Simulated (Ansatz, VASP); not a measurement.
Two plane-wave programs on Cu

```
CELL_PARAMETERS angstrom
2.57003 0.00000 0.00000
-1.28501 2.22571 0.00000
0.00000 0.00000 4.19726
ATOMIC_POSITIONS crystal
Cu 0.33333 0.66667 0.25000
Cu 0.66667 0.33333 0.75000
```

Alike in both runs: functional PBEsol; k mesh 18 × 18 × 10; occupations gaussian, width 0.1 eV; no spin polarisation.

Ansatz relaxed the structure, and its values are those at the end. VASP's run is a single point on that final structure, the one shown.

|  | VASP | Ansatz |
| --- | --- | --- |
| version | VASP 6.6.1 | Ansatz 0.2.0 |
| potentials or method | VASP PAW PBE potentials, release 64 (Cu) | scalar-relativistic, plane waves, PAW |
| plane-wave cutoff (eV) | 520 | 420 |
| valence electrons in the cell | 22 | 38 |

```tsv
	VASP	Ansatz	Ansatz less VASP
gap on the k mesh at the Fermi level (eV)	none	none	-
pressure (GPa)	-7.7	-8.4	-0.69
```

A gap of «none» marks a metal or a gap that the smearing closes. The two sets of potentials don't hold the same shells in valence.

Caveats: the PAW data sets were made with another functional, which shifts forces and pressure a little (VASP).
